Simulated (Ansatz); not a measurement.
Start from CoPt (space group P4/mmm, No. 123; ferromagnetic; relaxed with 0.1 eV smearing).

```yaml
crystal:
  lattice:
    - [2.67696, 0.00000, 0.00000]
    - [0.00000, 2.67696, 0.00000]
    - [0.00000, 0.00000, 3.72890]
  atoms:
    - { symbol: Co, position: [0.50000, 0.50000, 0.50000] }
    - { symbol: Pt, position: [0.00000, 0.00000, 0.00000] }
```

Cartesian axes are those of the cell as printed.

All numbers come from r2SCAN (Ansatz, a quantum-chemistry and plane-wave program; PAW; 500 eV plane waves; spin-orbit coupling left out).

Strains are applied to the cell and any free atomic positions relax; under stress the whole cell relaxes.

One change was made to it. Results:

```csv
quantity,base,after
energy relative to the base (free energy F),0 meV/atom,+0.1 meV/atom
band gap,zero,zero
magnetic state,ferromagnetic,ferromagnetic
```

Q: What was done to the base?
A. uniaxial strain ε_xx = −2.42 %
B. uniaxial strain ε_yy = −2.94 %
C. strain tensor (xx, yy, zz, yz, xz, xy) = (−0.43, −0.21, +0.21, +0.17, +0.90, −0.16) %
D. uniaxial stress, 1 GPa compression along x

A: D, uniaxial stress, 1 GPa compression along x. For comparison, the energy relative to the base in the other runs: uniaxial strain ε_xx = −2.42 % gives +12 meV/atom; strain tensor (xx, yy, zz, yz, xz, xy) = (−0.43, −0.21, +0.21, +0.17, +0.90, −0.16) % gives +2.1 meV/atom; uniaxial strain ε_yy = −2.94 % gives +18 meV/atom.

Other magnetic orders, which the real material may have, were not ruled out. Beyond what the load breaks, stability against distortions was not tested.
